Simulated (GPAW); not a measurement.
# How the k mesh moves the magnetism of free-standing triangular Ru monolayer, spacing 2.74 A, part 2 of 2

Aim: see how far moments and order energies of free-standing triangular Ru monolayer, spacing 2.74 A move with the k mesh, and what each rung costs.

GPAW 26.7.0; LDA; plane waves with GPAW's PAW setups, scalar-relativistic.

So far, largest spin moment in the augmentation sphere (μB): step 2 (rung 1 (mesh 4×4×1), start ferro +) 0.735; step 5 (rung 2 (mesh 6×3×1), start antiferro q=(0,1/2,0) +-) 0.296; step 6 (rung 3 (mesh 8×8×1), start ferro +) 1.46; step 7 (rung 3 (mesh 8×4×1), start antiferro q=(0,1/2,0) +-) 0.846; step 8 (rung 4 (mesh 10×10×1), start ferro +) 1.17.

### Step 9. Rung 4 (mesh 10×5×1), start antiferro q=(0,1/2,0) +-

order2.py reads:

```python
import json
import numpy as np
from ase import Atoms
from ase.parallel import paropen, parprint
from gpaw import GPAW

atoms = Atoms(['Ru', 'Ru'],
    cell=[[2.74, 0.0, 0.0],
         [-2.74, 4.74582, 0.0],
         [0.0, 0.0, 14.0]],
    scaled_positions=[[0.0, 0.0, 0.5],
         [0.0, 0.5, 0.5]],
    pbc=True,
    magmoms=[1.5, -1.5])
atoms.calc = GPAW(mode={'name': 'pw', 'ecut': 550},
    xc='LDA',
    kpts={'size': (10, 5, 1), 'gamma': True},
    occupations={'name': 'fermi-dirac', 'width': 0.1},
    convergence={'density': 1e-05, 'energy': 1e-05},
    maxiter=200,
    symmetry={'tolerance': 1e-4},
    txt='order2.txt')
e = atoms.get_potential_energy(force_consistent=True)
res = {'free_energy': e, 'energy_sigma0': atoms.get_potential_energy(), 'fermi_energy': atoms.calc.get_fermi_level()}
res['moments'] = atoms.get_magnetic_moments().tolist()
res['total'] = atoms.get_magnetic_moment()
parprint('site moments (muB):', np.round(res['moments'], 3))
parprint(f"total moment: {res['total']:.3f} muB")
parprint(f'free energy: {e:.6f} eV')
atoms.calc.write('order2.gpw')
with paropen('results.json', 'w') as f:
    json.dump(res, f)
```

Started as:

```bash
OMP_NUM_THREADS=1 python3 order2.py > order2.log
```

Output:

```text
site moments (muB): [ 0.915 -0.915]
total moment: 0.000 muB
free energy: -15.551817 eV

--- order2.txt ---
Input parameters:
  mode=PW(ecut=550),
  convergence={'density': 1e-05, 'energy': 1e-05},
  kpts=MonkhorstPack(size=(10, 5, 1), gamma=True),
  maxiter=200,
  occupations=Occupations(name='fermi-dirac', width=0.1),
  symmetry=Symmetry(tolerance=0.0001),
  xc=XC(name='LDA')

Diagonalizing LCAO Hamiltonian
[...]
|          9 |        -6.945 |     1.000 |        -6.945 |     1.000 |
[...]
|         19 |        -0.731 |     0.000 |        -0.731 |     0.000 |
|         20 |         0.362 |     0.000 |         0.362 |     0.000 |
|         21 |         2.461 |     0.000 |         2.461 |     0.000 |
|        ... |               |           |               |           |
|         23 |         4.090 |     0.000 |         4.090 |     0.000 |

No gap
No difference between direct/indirect transitions


[key lines of the parts left out:]
Free energy:     -15.551817
Converged in 15 steps
dipole moment: (-9.568004, -16.572270, 0.000003)  # |e|*Ang
Fermi level: -2.928
```

Run time: 86 s. Hardware: 1 MPI rank of Intel Xeon Platinum 8488C (Sapphire Rapids), shared host; peak memory 0.34 GiB.

Numbers from this step:

| Item | Value |
| --- | --- |
| magnetization | 0 μB |
| final state | antiferromagnetic |
| largest moment | 0.9155 μB |

This start lies +48.3 meV a seeded atom from the first, a change of -33.8 meV since rung 3; its largest moment is 0.915 μB.

### Step 10. Rung 5 (mesh 16×16×1), start ferro +

order1.py reads:

```python
import json
import numpy as np
from ase import Atoms
from ase.parallel import paropen, parprint
from gpaw import GPAW

atoms = Atoms(['Ru'],
    cell=[[2.74, 0.0, 0.0],
         [-1.37, 2.37291, 0.0],
         [0.0, 0.0, 14.0]],
    scaled_positions=[[0.0, 0.0, 0.5]],
    pbc=True,
    magmoms=[1.5])
atoms.calc = GPAW(mode={'name': 'pw', 'ecut': 550},
    xc='LDA',
    kpts={'size': (16, 16, 1), 'gamma': True},
    occupations={'name': 'fermi-dirac', 'width': 0.1},
    convergence={'density': 1e-05, 'energy': 1e-05},
    maxiter=200,
    symmetry={'tolerance': 1e-4},
    txt='order1.txt')
e = atoms.get_potential_energy(force_consistent=True)
res = {'free_energy': e, 'energy_sigma0': atoms.get_potential_energy(), 'fermi_energy': atoms.calc.get_fermi_level()}
res['moments'] = atoms.get_magnetic_moments().tolist()
res['total'] = atoms.get_magnetic_moment()
parprint('site moments (muB):', np.round(res['moments'], 3))
parprint(f"total moment: {res['total']:.3f} muB")
parprint(f'free energy: {e:.6f} eV')
atoms.calc.write('order1.gpw')
with paropen('results.json', 'w') as f:
    json.dump(res, f)
```

Started as:

```bash
OMP_NUM_THREADS=1 python3 order1.py > order1.log
```

Output:

```text
site moments (muB): [1.314]
total moment: 1.525 muB
free energy: -7.820384 eV

--- order1.txt ---
Input parameters:
  mode=PW(ecut=550),
  convergence={'density': 1e-05, 'energy': 1e-05},
  kpts=MonkhorstPack(size=(16, 16, 1), gamma=True),
  maxiter=200,
  occupations=Occupations(name='fermi-dirac', width=0.1),
  symmetry=Symmetry(tolerance=0.0001),
  xc=XC(name='LDA')

Diagonalizing LCAO Hamiltonian
[...]
|          3 |       -45.168 |     1.000 |       -44.351 |     1.000 |
|          4 |        -7.974 |     1.000 |        -7.527 |     1.000 |
[...]
|          9 |        -2.549 |     0.026 |        -1.525 |     0.000 |
|         10 |        -1.710 |     0.000 |        -1.299 |     0.000 |
|         11 |         2.421 |     0.000 |         2.493 |     0.000 |
|         12 |         3.411 |     0.000 |         3.473 |     0.000 |

No gap
No difference between direct/indirect transitions


[key lines of the parts left out:]
Free energy:      -7.820384
Converged in 13 steps
dipole moment: (-4.778143, -8.275989, 0.000000)  # |e|*Ang
Fermi level: -2.913
```

The job ended after 22 s (1 MPI rank; peak memory 0.21 GiB).

Numbers from this step:

* magnetization: 1.525 μB
* final state: ferromagnetic
* largest moment: 1.314 μB

The largest moment moves by +0.14 μB from rung 4, at 1.8 times its CPU time.

### Step 11. Rung 5 (mesh 16×8×1), start antiferro q=(0,1/2,0) +-

order2.py is the script of step 9 with these lines changed:

```diff
@@ -16,3 +16,3 @@
     xc='LDA',
-    kpts={'size': (10, 5, 1), 'gamma': True},
+    kpts={'size': (16, 8, 1), 'gamma': True},
     occupations={'name': 'fermi-dirac', 'width': 0.1},
```

Started as:

```bash
OMP_NUM_THREADS=1 python3 order2.py > order2.log
```

Output:

```text
site moments (muB): [ 0.839 -0.839]
total moment: -0.000 muB
free energy: -15.528367 eV

--- order2.txt ---
Input parameters:
  mode=PW(ecut=550),
  convergence={'density': 1e-05, 'energy': 1e-05},
  kpts=MonkhorstPack(size=(16, 8, 1), gamma=True),
  maxiter=200,
  occupations=Occupations(name='fermi-dirac', width=0.1),
  symmetry=Symmetry(tolerance=0.0001),
  xc=XC(name='LDA')

Diagonalizing LCAO Hamiltonian
[...]
|          9 |        -6.990 |     1.000 |        -6.990 |     1.000 |
[...]
|         19 |        -0.768 |     0.000 |        -0.768 |     0.000 |
|         20 |         0.326 |     0.000 |         0.326 |     0.000 |
|         21 |         2.466 |     0.000 |         2.466 |     0.000 |
|        ... |               |           |               |           |
|         23 |         4.096 |     0.000 |         4.096 |     0.000 |

No gap
No difference between direct/indirect transitions


[key lines of the parts left out:]
Free energy:     -15.528367
Converged in 15 steps
dipole moment: (-9.563004, -16.563611, 0.000003)  # |e|*Ang
Fermi level: -2.927
```

It took 3.6 min on 1 MPI rank; peak memory 0.55 GiB.

This step gave:

```
magnetization  : 0 μB
final state    : antiferromagnetic
largest moment : 0.8391 μB
```

This start lies +56.2 meV a seeded atom from the first, a change of +7.9 meV since rung 4; its largest moment is 0.839 μB.

### Step 12. Side by side

Ladder, by row:

| rung | mesh | state from the first start | state from the second start | second less first (meV a seeded atom) | moment, first (μB) | moment, second (μB) | CPU time (s) |
| --- | --- | --- | --- | --- | --- | --- | --- |
| 1 | 4x4x1 | ferromagnetic | antiferromagnetic | 15.96 | 0.7345 | 0.8318 | 29.88 |
| 2 | 6x6x1 | ferromagnetic | antiferromagnetic | 1.812 | 0.294 | 0.2962 | 54.82 |
| 3 | 8x8x1 | ferromagnetic | antiferromagnetic | 82.1 | 1.46 | 0.8459 | 71.71 |
| 4 | 10x10x1 | ferromagnetic | antiferromagnetic | 48.28 | 1.171 | 0.9155 | 97.94 |
| 5 | 16x16x1 | ferromagnetic | antiferromagnetic | 56.2 | 1.314 | 0.8391 | 236.5 |

### Step 13. Outcome

| Item | Value |
| --- | --- |
| range of the moment in the table, first start | 0.294 to 1.46 μB |
| range of CPU time | 30 s to 3.9 min |
| range of the energy difference | 1.81 to 82.1 meV a seeded atom |

What this shows: Only the last rung can serve as the reference, and the rung before it is still 7.9 meV away, so convergence is not shown. The first start ends lower on every rung of the table; whether functional and cell give the true order is another question.

[Logs and program files are shortened in this print: banners, set-up blocks, solver, clock and traceback lines can be left out without a mark of their own.]

[Logs are printed without paths, hosts, clocks, repeated set-up lines and the standing remarks that a program may print on its own settings, such as how far it seeks lower states.]

[Hosts, paths, dates, database ids (printed as entryN), source tags and the programs' standing remarks are cut or masked in the printed files.]

[Where a cell is said to come from a database of computed structures, the database is the Materials Project.]
